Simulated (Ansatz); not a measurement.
## A strain series on ZrS2 (CdI2 type): uniaxial along z, other directions held

ZrS2 (CdI2 type), relaxed with r2SCAN+rVV10 in Ansatz 0.2.0, then strained (uniaxial along z, other directions held; changes of length per length, axes as in the cell below) with the atoms relaxed again within the symmetry that is left. Space group P-3m1 (No. 164), trigonal; a = 3.674 Å, c = 5.857 Å in the conventional setting, 22.83 Å³ an atom. Around Zr lie 6 S at 2.57 Å; around S lie 3 Zr at 2.57 Å. No spin polarisation and no zero-point or thermal motion.

```
Zr S
1.0
     3.67440    0.00000    0.00000
    -1.83720    3.18212    0.00000
     0.00000    0.00000    5.85686
Zr S
1 2
Direct
  0.00000 0.00000 0.00000
  0.33333 0.66667 0.24623
  0.66667 0.33333 0.75377
```

Gaps are the least over each mesh (PBE 12×12×4, r2SCAN 12×12×4, HSE06 6×6×4 when unstrained) and the special points, which keep their unstrained names.

| strain (%) | gap, PBE (eV) | gap, r2SCAN (eV) | gap, HSE06 (eV) | edges, HSE06 |
| --- | --- | --- | --- | --- |
| -4.85 | 0.632 | 0.925 | 1.391 | Γ → L |
| -3.0 | 0.728 | 1.026 | 1.499 | Γ → L |
| -2.0 | 0.781 | 1.081 | 1.559 | Γ → L |
| -1.0 | 0.832 | 1.134 | 1.615 | (-0.068, 0.031, 0) → L |
| 0.0 | 0.877 | 1.181 | 1.667 | Γ–M (0.17) → L |
| +1.0 | 0.918 | 1.223 | 1.712 | Γ–K (0.16) → L |
| +2.0 | 0.955 | 1.262 | 1.755 | (-0.120, 0.057, 0) → L |
| +3.65 | 1.013 | 1.322 | 1.819 | Γ–K (0.20) → L |
| +4.0 | 1.024 | 1.333 | 1.832 | (-0.073, 0.141, 0) → L |

Q: Estimate the row for a strain of +3.0 %.

A:

| strain (%) | gap, PBE (eV) | gap, r2SCAN (eV) | gap, HSE06 (eV) | edges, HSE06 |
| --- | --- | --- | --- | --- |
| +3.0 | 0.991 | 1.299 | 1.795 | (-0.130, 0.062, 0) → L |

Between zero and the nearest strains the slope of the HSE06 gap against strain is +0.051 eV per percent for negative and +0.046 for positive strain.

Spin-orbit coupling is left out.

Where an edge lies off the special points, it is a point of the mesh or the k point where a search put PBE's edge or least direct gap, reused for the other functionals, whose own edges may lie a little apart.

Coordinates of k points refer to the reciprocal vectors of the primitive cell of the runs.

The meshes of the hybrids are coarse, so their gaps aren't converged to the digits shown.
